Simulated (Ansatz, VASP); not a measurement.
Two plane-wave programs on Se

INCAR

```
SYSTEM = Se
PREC = Accurate ; ENCUT = 520
EDIFF = 1E-6 ; ISMEAR = 0
SIGMA = 0.05 ; LREAL = .False.
LASPH = .True. ; NELM = 100
ALGO = Normal ; ISIF = 2
LWAVE = .False. ; LCHARG = .True.
GGA = PE ; IVDW = 12
LELF = .True. ; LVHAR = .True.
NBANDS = 16
```

File KPOINTS:

```
Automatic mesh
0
Gamma
  12 12 8
  0 0 0
```

The input POSCAR:

```
Se
1.0
    3.8007455911      0.0000000000      0.0000000000
   -1.9003727956      3.2915422352      0.0000000000
    0.0000000000      0.0000000000      5.4046602306
Se
3
Direct
    0.2473450684      0.0000000000      0.3333333333
    0.0000000000      0.2473450684      0.6666666667
    0.7526549316      0.7526549316      0.0000000000
```

Input for Ansatz:

```yaml
crystal:
  lattice:
    - [3.8007455911, 0.0, 0.0]
    - [-1.9003727956, 3.2915422352, 0.0]
    - [0.0, 0.0, 5.4046602306]
  atoms:
    - { symbol: Se, position: [0.2473450684, 0.0, 0.3333333333] }
    - { symbol: Se, position: [0.0, 0.2473450684, 0.6666666667] }
    - { symbol: Se, position: [0.7526549316, 0.7526549316, 0.0] }
basis:
  ecutwfc: 420
kpoints:
  mp_grid: { grid: [12, 12, 8] }
hamiltonian:
  xc: pbe
  dispersion: d3bj
scf:
  occupations: { method: gaussian, width: 0.05 }
output:
  forces: true
  stress: true
  eigenvalues: true
```

Alike in both runs: task single point; functional PBE; dispersion D3(BJ); k mesh 12 × 12 × 8; occupations gaussian, width 0.05 eV; no spin polarisation.

|  | VASP | Ansatz |
| --- | --- | --- |
| version | VASP 6.6.1 | Ansatz 0.2.0 |
| potentials or method | VASP PAW PBE potentials, release 64 (Se) | scalar-relativistic, plane waves, PAW |
| plane-wave cutoff (eV) | 520 | 420 |
| valence electrons in the cell | 18 | 48 |

```tsv
	VASP	Ansatz	Ansatz less VASP
gap on the k mesh at the Fermi level (eV)	none	none	-
pressure (GPa)	3.2	3.1	-0.12
largest component of the traceless stress (GPa)	2.36	2.45	+0.085
rms of the force components (eV/Å)	0.248	0.236	-0.0119
```

Atom by atom the forces differ by 0.012 eV/Å (rms over components). A gap of «none» marks a metal or a gap that the smearing closes. The two sets of potentials don't hold the same shells in valence.

Caveats: pairwise dispersion overbinds metals, which lowers pressure and volume.
